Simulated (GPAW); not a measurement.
# AlN (P6_3mc) in GPAW: settings compared

One crystal, AlN, is run at these levels: PBE, BP86+D4, PBEsol; tasks: single point, relaxation of cell and atoms.

Program: GPAW 26.7.0. These are calculated values, not measurements. Logs are shortened: lines on timing, memory, paths and dates and some standing lists are left out, and cuts for length are marked. The log counts tension as positive stress, the text compression.

**The experiment to reproduce.**

“Self-assembly of well-separated AlN nanowires directly on sputtered metallic TiN films”, 2019, arxiv:1910.07391 quotes, for a bulk crystal of AlN at 10 K: band gap 6.034 eV (an exciton energy, a little under the gap).

How close the calculation comes is told below.

## (1) The structure

Symmetry: P6_3mc, No. 186, hexagonal system. The conventional cell has a = 3.113 Å, b = 3.113 Å, c = 4.981 Å, α = 90.00°, β = 90.00°, γ = 120.00°. Al (site symmetry 3m) has 4 N at 1.89 Å as nearest neighbours. N (site symmetry 3m) is surrounded by 4 Al at 1.89 Å.

## (2) Single point, PBE

File run.py:

```python
from ase import Atoms
from ase.dft.bandgap import bandgap
from ase.io import write
from ase.units import GPa
from gpaw import GPAW, PW

atoms = Atoms(['Al', 'Al', 'N', 'N'],
              cell=[[3.113, 0.0, 0.0],
                    [-1.5565, 2.695937082, 0.0],
                    [0.0, 0.0, 4.981]],
              scaled_positions=[[0.6666666667, 0.3333333333, 0.5],
                                [0.3333333333, 0.6666666667, 0.0],
                                [0.6666666667, 0.3333333333, 0.88],
                                [0.3333333333, 0.6666666667, 0.38]],
              pbc=True)

calc = GPAW(mode=PW(600),
            xc='PBE',
            kpts={'size': (8, 8, 5), 'gamma': True},
            occupations={'name': 'fermi-dirac', 'width': 0.05},
            nbands=18,
            maxiter=120,
            txt='gpaw.txt')
atoms.calc = calc
energy = atoms.get_potential_energy()
forces = atoms.get_forces()
stress = atoms.get_stress()
calc.write('gs.gpw')
write('result.traj', atoms)
print(f'Energy: {energy:.6f} eV')
print('Forces (eV/A):')
print(forces.round(4))
print('Stress (GPa):', (stress / GPa).round(3))
print('Fermi level:', round(calc.get_fermi_level(), 4), 'eV')
print(f'Gap: {bandgap(calc)[0]:.4f} eV, direct: {bandgap(calc, direct=True)[0]:.4f} eV')
```

Potentials or basis: GPAW PAW data sets (gpaw-data 1.2.1), pw.

Started as:

```console
$ OMP_NUM_THREADS=1 python run.py
```

gpaw.txt:

```text
__  _  _
 | _ |_)|_||  |
 |__||  | ||/\| - 26.7.0

Input parameters:
  mode=PW(ecut=600.0),
  kpts=MonkhorstPack(size=(8, 8, 5), gamma=True),
  maxiter=120,
  nbands=18,
  occupations=Occupations(name='fermi-dirac', width=0.05),
  xc=XC(name='PBE')

Diagonalizing LCAO Hamiltonian
Converting LCAO to pw mode

           N

           Al
        N

        Al

Atoms  # Å, Bohr magnetons
|   | symbol |         x |        y |        z |    initial magnetic moments |
|---|--------|-----------|----------|----------|-----------------------------|
| 0 |     Al |  1.556500 | 0.898646 | 2.490500 | ( 0.0000,  0.0000,  0.0000) |
| 1 |     Al | -0.000000 | 1.797291 | 0.000000 | ( 0.0000,  0.0000,  0.0000) |
| 2 |      N |  1.556500 | 0.898646 | 4.383280 | ( 0.0000,  0.0000,  0.0000) |
| 3 |      N | -0.000000 | 1.797291 | 1.892780 | ( 0.0000,  0.0000,  0.0000) |

Unit cell  # Å
| periodic |         x |        y |        z |  lengths |     angles |
|----------|-----------|----------|----------|----------|------------|
|      yes |  3.113000 | 0.000000 | 0.000000 | 3.113000 |  90.000000 |
|      yes | -1.556500 | 2.695937 | 0.000000 | 3.113000 |  90.000000 |
|      yes |  0.000000 | 0.000000 | 4.981000 | 4.981000 | 120.000000 |

Number of symmetries: 6
Symmetry operations  # r_c * U_cc + t_c -> r_c
|   | kind |            matrix            |
|---|------|------------------------------|
| 0 |  σ   |  1, 1, 0,  0,-1, 0,  0, 0, 1 |
| 1 |  E   |  1, 0, 0,  0, 1, 0,  0, 0, 1 |
| 2 |  C3  |  0, 1, 0, -1,-1, 0,  0, 0, 1 |
| 3 |  σ   |  0,-1, 0, -1, 0, 0,  0, 0, 1 |
| 4 |  σ   | -1, 0, 0,  1, 1, 0,  0, 0, 1 |
| 5 |  C3  | -1,-1, 0,  1, 0, 0,  0, 0, 1 |

BZ-sampling:
  Number of BZ points: 320
  Number of IBZ points: 40

  Monkhorst-Pack size: [8, 8, 5]
  Monkhorst-Pack shift: [0.0625, 0.0625, 0.0]

K-points  # in reciprocal-cell coordinates
|     |                                coordinates |     weight |
|-----|--------------------------------------------|------------|
|   0 | (  0.00000000,   0.00000000,   0.00000000) | 0.00312500 |
|   1 | (  0.00000000,   0.00000000,   0.20000000) | 0.00625000 |
|   2 | (  0.00000000,   0.00000000,   0.40000000) | 0.00625000 |
|   3 | (  0.12500000,   0.00000000,  -0.40000000) | 0.01875000 |
|   4 | (  0.12500000,   0.00000000,  -0.20000000) | 0.01875000 |
|   5 | (  0.12500000,   0.00000000,   0.00000000) | 0.01875000 |
|   6 | (  0.12500000,   0.00000000,   0.20000000) | 0.01875000 |
|   7 | (  0.12500000,   0.00000000,   0.40000000) | 0.01875000 |
|   8 | (  0.25000000,  -0.12500000,   0.00000000) | 0.01875000 |
|   9 | (  0.25000000,  -0.12500000,   0.20000000) | 0.03750000 |
| ... |                                            |            |
|  39 | (  0.50000000,   0.50000000,   0.40000000) | 0.01875000 |

Plane wave coefficients: 1418
Cutoff: 600.0 eV

Spin-components: 1 (collinear spins)
Bands:           18
Projectors:      20
Spin-degeneracy: 2
Datatype:        complex128

Parallelization:
  kpt:    1
  domain: 1
  band:   1

Density:
  Valence electrons: 16.0
  Components: 1
  Grid points: [18 18 30]
  Charge: 0.0  # |e|

Potential:
  Grid points: [18 18 30]

species:
  Al:
    name:    Aluminium
    Z:       13.0
    valence: 3
    core:    10
    charge:  0.0  # [|e|]
    compensation charges:
      type: gauss
      rc: 0.34  # [Å]
      lmax: 2
    cutoffs:
      filter: 1.91  # [Å]
      core: 2.36  # [Å]
    projectors
    | kind |    occ | energy [eV] | rcut [Å] |
    |------|--------|-------------|----------|
    |   3s |  2.000 |      -7.753 |    1.085 |
    |   3p |  1.000 |      -2.712 |    1.085 |
    |    s |        |      19.459 |    1.085 |
    |    p |        |      24.499 |    1.085 |
    |    d |        |       0.000 |    1.085 |

    Using partial waves for Al as LCAO basis

  N:
    name:    Nitrogen
    Z:       7.0
    valence: 5
    core:    2
    charge:  0.0  # [|e|]
    compensation charges:
      type: gauss
      rc: 0.18  # [Å]
      lmax: 2
    cutoffs:
      filter: 1.11  # [Å]
      core: 0.96  # [Å]
    projectors
    | kind |    occ | energy [eV] | rcut [Å] |
    |------|--------|-------------|----------|
    |   2s |  2.000 |     -18.583 |    0.603 |
    |   2p |  3.000 |      -7.089 |    0.529 |
    |    s |        |       8.629 |    0.603 |
    |    p |        |      20.123 |    0.529 |
    |    d |        |       0.000 |    0.577 |

    Using partial waves for N as LCAO basis

Reference energy: -16170.289538  # eV

eigensolver:
  PPCG
  Converge bands: occupied
  niter=2

density mixing:
  MSR1-Mixer
  Pratt-step length: 0.05
  Maximum mixing coefficient: 0.75
  Old densities: 10
  SVD Regularization: 0.005
  Good broyden scale: 1.0
  Trust region scale: 1.0
  Backstep threshold: 4.0
  History deletion threshold: 6.0
  Fourier metric: weight=20.0, sigma=0.015

occupation numbers:
  Fermi-Dirac:
    width: 0.0500  # eV

poisson solver:
  ecut: 4800.0  # eV

xc functional:
  name: PBE with 2 nearest neighbor stencil

convergence criteria:
- Maximum [total energy] change in last 3 cyles: 0.0005 eV / valence electron
- Maximum integral of absolute [dens]ity change: 0.0001 electrons / valence electron
- Maximum integral of absolute [eigenst]ate change: 4e-08 eV^2 / valence electron
maximum number of iterations: 120

SCF iterations
|iter     | |      energy | eigst |  dens |
|---------|-|-------------|-------|-------|
|iter:   1| |  -33.297803 | -0.28 |       |
|iter:   2| |  -32.278891 | -2.07 | -0.55 |
|iter:   3| |  -29.333775 | -0.76 | -0.60 |
|iter:   4| |  -29.356800 | -2.90 | -1.24 |
|iter:   5| |  -29.369515 | -3.42 | -1.54 |
|iter:   6| |  -29.369618 | -5.26 | -2.75 |
|iter:   7| |  -29.369640c| -6.39 | -3.14 |
|iter:   8| |  -29.369640c| -7.90c| -4.32c|

Converged in 8 steps
Energy contributions relative to reference atoms: (reference = -16170.289538)

Energy contributions:
  Kinetic:          32.377571
  Coulomb:         -27.315503
  Zero:             -0.037283
  External:          0.000000
  Xc:              -34.394425
  Entropy:          -0.000000
  Spinorbit:         0.000000
  ----------------------------
  Free energy:     -29.369640
  Extrapolated:    -29.369640

dipole moment: (0.000052, -0.000031, -6.829108)  # |e|*Ang

Fermi level: 7.090
Eigenvalues  # (at kpt = [0.000, 0.000, 0.000])
| band index |      eig [eV] | occ [0-2] |
|------------|---------------|-----------|
|          0 |        -9.046 |     2.000 |
|          1 |        -6.900 |     2.000 |
|          2 |         0.156 |     2.000 |
|          3 |         5.313 |     2.000 |
|          4 |         5.313 |     2.000 |
|          5 |         5.964 |     2.000 |
[... 8 lines left out ...]
|         14 |        19.301 |     0.000 |
|         15 |        19.302 |     0.000 |
|        ... |               |           |
|         17 |        20.968 |     0.000 |

Gap: 4.199 eV
Transition (v -> c):
  (s=0, k=0, n=7, [0.00, 0.00, 0.00]) -> (s=0, k=0, n=8, [0.00, 0.00, 0.00])
No difference between direct/indirect transitions

Forces  # eV/Ang
|        x |       y |        z |
|----------|---------|----------|
| -0.00000 | 0.00000 | -0.13292 |  # Al   0
| -0.00000 | 0.00000 | -0.13243 |  # Al   1
| -0.00000 | 0.00000 |  0.13291 |  # N    2
|  0.00000 | 0.00000 |  0.13241 |  # N    3

Stress tensor  # eV/Ang^3
|        x |        y |        z |
|----------|----------|----------|
| 0.013314 | 0.000000 | 0.000000 |
| 0.000000 | 0.013314 | 0.000000 |
| 0.000000 | 0.000000 | 0.003616 |

# Writing to gs.gpw (mode='')
```

Run time: 12 s. Hardware: 1 thread of Intel Xeon 6975P-C (Granite Rapids), shared host; peak memory 0.16 GiB.

What came out:

```
Free energy            : -29.3696 eV
Pressure               : -1.6 GPa
Largest force          : 0.133 eV/Å
Band gap on the k mesh : 4.20 eV, direct
```

Forces on the atoms (eV/Å):
```
Al   0.000  0.000 -0.133
Al   0.000  0.000 -0.132
N    0.000  0.000  0.133
N    0.000  0.000  0.132
```

Levels at points of the mesh, in eV from the valence-band top:
```tsv
k point	band 4	band 5	band 6	band 7	band 8	band 9	band 10	band 11	band 12	band 13
(0.00, 0.00, 0.00)	-0.83	-0.83	-0.18	-0.18	0.00	4.20	6.65	10.62	11.15	11.15
(0.50, 0.50, 0.00)	-4.15	-3.34	-2.07	-1.78	-0.66	5.80	5.81	8.19	10.30	10.89
```

Caveat: the cutoff is short for stress and forces, so pressures can be off by a GPa or more.

## (3) Relaxation of cell and atoms, BP86+D4

File run.py:

```python
from ase.calculators.mixing import SumCalculator
from ase.filters import FrechetCellFilter
from ase.io import read, write
from ase.optimize import BFGS
from dftd4.ase import DFTD4
from gpaw import GPAW, PW, setup_paths

setup_paths.insert(0, '.')

atoms = read('POSCAR')

calc = GPAW(mode=PW(800),
            xc='GGA_X_B88+GGA_C_P86',
            kpts={'size': (7, 7, 4), 'gamma': True},
            occupations={'name': 'fermi-dirac', 'width': 0.05},
            nbands=18,
            convergence={'density': 1e-05, 'energy': 1e-05},
            maxiter=150,
            txt='gpaw.txt')
atoms.calc = SumCalculator([calc, DFTD4(method='bp')])
opt = BFGS(FrechetCellFilter(atoms), trajectory='relax.traj', logfile='-')
done = opt.run(fmax=0.02, steps=60)
calc.write('gs.gpw')
write('result.traj', atoms)
print('Converged:', done)
print('Cell:', atoms.cell.cellpar().round(4))
print('Volume:', round(atoms.get_volume(), 4))
print(atoms.get_scaled_positions().round(5))
```

File POSCAR:

```
AlN
1.0
    3.1130000000      0.0000000000      0.0000000000
   -1.5565000000      2.6959370820      0.0000000000
    0.0000000000      0.0000000000      4.9810000000
Al N
2 2
Direct
    0.6666666667      0.3333333333      0.5000000000
    0.3333333333      0.6666666667      0.0000000000
    0.6666666667      0.3333333333      0.8800000000
    0.3333333333      0.6666666667      0.3800000000
```

Potentials or basis: PAW data sets generated in the run's folder for this functional, pw.

Started as:

```console
$ gpaw-setup -f GGA_X_B88+GGA_C_P86 Al N
$ OMP_NUM_THREADS=1 python run.py
```

Run time: 90 s. Hardware: 1 thread of AMD EPYC 9R14 (Zen 4), shared host; peak memory 0.32 GiB.

Results (log left out):

* Free energy: -31.3398 eV
* Relaxed volume: 10.30 Å³/atom
* Relaxed cell: a = 3.097 Å, b = 3.097 Å, c = 4.959 Å, α = 90.00°, β = 90.00°, γ = 120.00°
* Space group after relaxing (to 0.05 Å): P6_3mc (No. 186)
* Energy gained by relaxing: 1.1 meV/atom
* Ionic steps: 5
* Pressure after relaxing: 0.0 GPa
* Largest force after relaxing: 0.008 eV/Å
* Band gap on the k mesh: 4.42 eV, direct
* Dispersion energy per atom: -0.504 eV

Forces in eV/Å, atoms in the order of the input:
```
Al   0.000  0.000  0.008
Al   0.000  0.000  0.008
N    0.000  0.000 -0.008
N    0.000  0.000 -0.008
```

Stress tensor (GPa, compression positive):
```
 0.14  0.00  0.00
 0.00  0.14  0.00
 0.00  0.00 -0.18
```

The path:
```
step  energy change (eV)  largest force (eV/Å)  pressure (GPa)  volume (Å³)
   1              0.0000                0.1315           -2.95        41.80
   2             -0.0020                0.0767           -2.56        41.72
   3             -0.0042                0.0640           -1.01        41.39
   4             -0.0044                0.0574           -0.64        41.32
   5             -0.0043                0.0085            0.03        41.19
```

Final structure:
```yaml
crystal:
  lattice:
    - [3.09677, 0.00000, 0.00000]
    - [-1.54838, 2.68188, 0.00000]
    - [0.00000, 0.00000, 4.95928]
  atoms:
    - { symbol: Al, position: [0.66667, 0.33333, 0.49899] }
    - { symbol: Al, position: [0.33333, 0.66667, 0.99899] }
    - { symbol: N, position: [0.66667, 0.33333, 0.88102] }
    - { symbol: N, position: [0.33333, 0.66667, 0.38101] }
```

Levels at points of the mesh, in eV from the valence-band top:
| k point | band 5 | band 6 | band 7 | band 8 | band 9 | band 10 | band 11 | band 12 |
| --- | --- | --- | --- | --- | --- | --- | --- | --- |
| (0.00, 0.00, 0.00) | -0.88 | -0.22 | -0.22 | 0.00 | 4.42 | 6.83 | 10.82 | 11.28 |
| (0.00, 0.00, 0.50) | -0.56 | -0.56 | -0.56 | -0.56 | 6.66 | 6.66 | 10.50 | 10.50 |

Caveat: later steps reuse the first step's grids.

## (4) Single point, PBE

File run.py:

```python
from ase.dft.bandgap import bandgap
from ase.io import read, write
from ase.units import GPa
from gpaw import GPAW, PW

atoms = read('AlN.cif')

calc = GPAW(mode=PW(250),
            xc='PBE',
            kpts={'size': (7, 7, 4), 'gamma': True},
            occupations={'name': 'fermi-dirac', 'width': 0.05},
            nbands=18,
            convergence={'density': 1e-05, 'energy': 1e-05},
            maxiter=60,
            txt='gpaw.txt')
atoms.calc = calc
energy = atoms.get_potential_energy()
forces = atoms.get_forces()
stress = atoms.get_stress()
calc.write('gs.gpw')
write('result.traj', atoms)
print(f'Energy: {energy:.6f} eV')
print('Forces (eV/A):')
print(forces.round(4))
print('Stress (GPa):', (stress / GPa).round(3))
print('Fermi level:', round(calc.get_fermi_level(), 4), 'eV')
print(f'Gap: {bandgap(calc)[0]:.4f} eV, direct: {bandgap(calc, direct=True)[0]:.4f} eV')
```

File AlN.cif:

```cif
data_AlN
_cell_length_a 3.11300000
_cell_length_b 3.11300000
_cell_length_c 4.98100000
_cell_angle_alpha 90.00000000
_cell_angle_beta 90.00000000
_cell_angle_gamma 120.00000000
_space_group_name_H-M_alt 'P6_3mc'
_space_group_name_Hall 'P 6c -2c'
_space_group_IT_number 186
loop_
_space_group_symop_operation_xyz
'x,y,z'
'x-y,x,z+1/2'
'-y,x-y,z'
'-x,-y,z+1/2'
'-x+y,-x,z'
'y,-x+y,z+1/2'
'y,x,z+1/2'
'x,x-y,z'
'x-y,-y,z+1/2'
'-y,-x,z'
'-x,-x+y,z+1/2'
'-x+y,y,z'
loop_
_atom_site_label
_atom_site_type_symbol
_atom_site_symmetry_multiplicity
_atom_site_Wyckoff_symbol
_atom_site_fract_x
_atom_site_fract_y
_atom_site_fract_z
_atom_site_occupancy
Al1 Al 2 b 0.6666666667 0.3333333333 0.5000000000 1
N1 N 2 b 0.6666666667 0.3333333333 0.8800000000 1
```

Potentials or basis: GPAW PAW data sets (gpaw-data 1.2.1), pw.

Started as:

```console
$ OMP_NUM_THREADS=1 python run.py
```

Wall time 3.8 s (1 thread of AMD EPYC 9R14 (Zen 4), shared host); peak memory 0.13 GiB.

These settings aren't checked as converged: the numbers below hold their error.

What came out:

| Property | Result |
| --- | --- |
| Free energy | -12.4235 eV |
| Pressure | -77.5 GPa |
| Largest force | 0.169 eV/Å |
| Band gap on the k mesh | 2.77 eV, direct |

Caveat: the cutoff is short for stress and forces, so pressures can be off by a GPa or more; a pressure of tens of GPa on the cell as given is suspect, and the run, the potentials or the cell itself is likely at fault.

## (5) Relaxation of cell and atoms, PBEsol, target pressure -1 GPa, at which the enthalpy is minimised

File run.py:

```python
from ase.filters import FrechetCellFilter
from ase.io import read, write
from ase.optimize import LBFGS
from ase.units import GPa
from gpaw import GPAW, PW, setup_paths

setup_paths.insert(0, '.')

atoms = read('AlN.xyz')

calc = GPAW(mode=PW(800),
            xc='PBEsol',
            kpts={'size': (7, 7, 4), 'gamma': True},
            occupations={'name': 'fermi-dirac', 'width': 0.05},
            nbands=18,
            convergence={'density': 1e-06, 'energy': 1e-06, 'eigenstates': 1e-10},
            maxiter=150,
            txt='gpaw.txt')
atoms.calc = calc
opt = LBFGS(FrechetCellFilter(atoms, scalar_pressure=-1 * GPa), trajectory='relax.traj', logfile='-')
done = opt.run(fmax=0.02, steps=60)
calc.write('gs.gpw')
write('result.traj', atoms)
print('Converged:', done)
print('Cell:', atoms.cell.cellpar().round(4))
print('Volume:', round(atoms.get_volume(), 4))
print(atoms.get_scaled_positions().round(5))
```

File AlN.xyz:

```xyz
4
Lattice="3.1130000000 0.0000000000 0.0000000000 -1.5565000000 2.6959370820 0.0000000000 0.0000000000 0.0000000000 4.9810000000" Properties=species:S:1:pos:R:3 pbc="T T T"
Al     1.5565000002      0.8986456939      2.4905000000
Al    -0.0000000002      1.7972913881      0.0000000000
N      1.5565000002      0.8986456939      4.3832800000
N     -0.0000000002      1.7972913881      1.8927800000
```

Potentials or basis: PAW data sets generated in the run's folder for this functional, pw.

Started as:

```console
$ gpaw-setup -f PBEsol Al N
$ OMP_NUM_THREADS=1 python run.py
```

Wall time 67 s (1 thread of AMD EPYC 9R14 (Zen 4), shared host); peak memory 0.23 GiB.

Results (log left out):

| Quantity | Value |
| --- | --- |
| Free energy | -31.2522 eV |
| Relaxed volume | 10.56 Å³/atom |
| Relaxed cell | a = 3.123 Å, b = 3.123 Å, c = 5.000 Å, α = 90.00°, β = 90.00°, γ = 120.00° |
| Space group after relaxing (to 0.05 Å) | P6_3mc (No. 186) |
| Energy change on relaxing (the enthalpy is what falls) | -0.8 meV/atom |
| Ionic steps | 6 |
| Pressure after relaxing | -1.0 GPa |
| Largest force after relaxing | 0.006 eV/Å |
| Band gap on the k mesh | 4.04 eV, direct |

Forces in eV/Å, atoms in the order of the input:
```
Al   0.000  0.000  0.006
Al   0.000  0.000  0.006
N    0.000  0.000 -0.005
N    0.000  0.000 -0.005
```

Step by step:
| step | energy change (eV) | largest force (eV/Å) | pressure (GPa) | volume (Å³) |
| --- | --- | --- | --- | --- |
| 1 | 0.0000 | 0.1341 | 1.10 | 41.80 |
| 2 | -0.0015 | 0.0773 | 0.78 | 41.86 |
| 3 | -0.0029 | 0.0333 | -0.12 | 42.04 |
| 4 | -0.0031 | 0.0382 | -0.40 | 42.10 |
| 5 | -0.0033 | 0.0205 | -0.96 | 42.22 |
| 6 | -0.0033 | 0.0056 | -1.02 | 42.23 |

Final structure:
```xyz
4
Lattice="3.1230 0.0000 0.0000 -1.5615 2.7046 0.0000 0.0000 0.0000 5.0001" Properties=species:S:1:pos:R:3 pbc="T T T"
Al    1.5615    0.9015    2.4952
Al    0.0000    1.8031   -0.0048
N     1.5615    0.9015    4.4049
N     0.0000    1.8031    1.9049
```

Levels at points of the mesh, in eV from the valence-band top:
```csv
k point,band 6,band 7,band 8,band 9,band 10,band 11
"(0.00, 0.00, 0.00)",-0.22,-0.22,0.00,4.04,6.47,10.42
"(0.00, 0.00, 0.50)",-0.56,-0.56,-0.56,6.29,6.29,10.12
```

Caveat: later steps reuse the first step's grids. Zero-point motion and thermal expansion aren't in these numbers.

## (6) The runs side by side

| task | level | potentials or basis | cell | k mesh | cutoff (eV) | maxiter | optimizer | fmax | max steps | target pressure | gap on the mesh (eV) | pressure (GPa) | largest force (eV/Å) |
| --- | --- | --- | --- | --- | --- | --- | --- | --- | --- | --- | --- | --- | --- |
| single point | PBE | GPAW PAW data sets (gpaw-data 1.2.1), pw | as given | 8 × 8 × 5 | 600 | 120 | - | - | - | - | 4.20 | -1.6 | 0.13 |
| relaxation of cell and atoms | BP86+D4 | PAW data sets generated in the run's folder for this functional, pw | relaxed | 7 × 7 × 4 | 800 | 150 | BFGS | 0.02 eV/Å | 60 | - | 4.42 | 0.0 | 0.01 |
| relaxation of cell and atoms | PBEsol | PAW data sets generated in the run's folder for this functional, pw | relaxed to -1 GPa | 7 × 7 × 4 | 800 | 150 | LBFGS | 0.02 eV/Å | 60 | -1 GPa | 4.04 | -1.0 | 0.01 |

Alike in all rows: no spin polarisation; smearing fermi-dirac 0.05 eV.

Caveats: later steps reuse the first step's grids (some runs); the cutoff is short for stress and forces, so pressures can be off by a GPa or more (some runs).

Absolute energies hang on the potentials; compare differences alone.

## (7) How close it comes

Step 2. Measured gap of AlN: 6.034 eV (an exciton energy, a little under the gap; 10 K; quoted in “Self-assembly of well-separated AlN nanowires directly on sputtered metallic TiN films”, 2019, arxiv:1910.07391). This calculation gives 4.20 eV (-1.84 eV). 2 values of this kind are on record (6.034 to 6.0343 eV); this one was drawn at random. The value is that of PBE, without temperature or zero-point motion. Semilocal functionals fall short of measured gaps as a rule.
